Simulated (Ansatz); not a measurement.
The system is La.

```
La
1.0
     3.75000    0.00000    0.00000
    -1.87500    3.24760    0.00000
     0.00000    0.00000    6.07000
La
2
Direct
  0.66667 0.33333 0.75000
  0.33333 0.66667 0.25000
```

This isn't the form of La at room conditions, which is double hcp.

Base run:

```yaml
Program: Ansatz 0.2.0
Functional: LDA
Potentials_or_basis: all-electron LAPW, scalar-relativistic
Cutoff: 120 eV (chosen from the basis error)
Basis_error_allowed: 0.001 eV/atom
k_mesh: 8 × 8 × 5
Occupations: gaussian, width 0.05 eV
Spin: no spin polarisation
```

Its results: band gap on the k mesh none (metal or under the smearing width); pressure -2.8 GPa.

Question: The run is repeated on the same cell with these changes: functional from LDA to PBE. What comes out?

Answer: Band gap on the k mesh none (metal or under the smearing width); pressure 0.7 GPa.

PBE binds less tightly than LDA, so the same cell stands under more pressure.
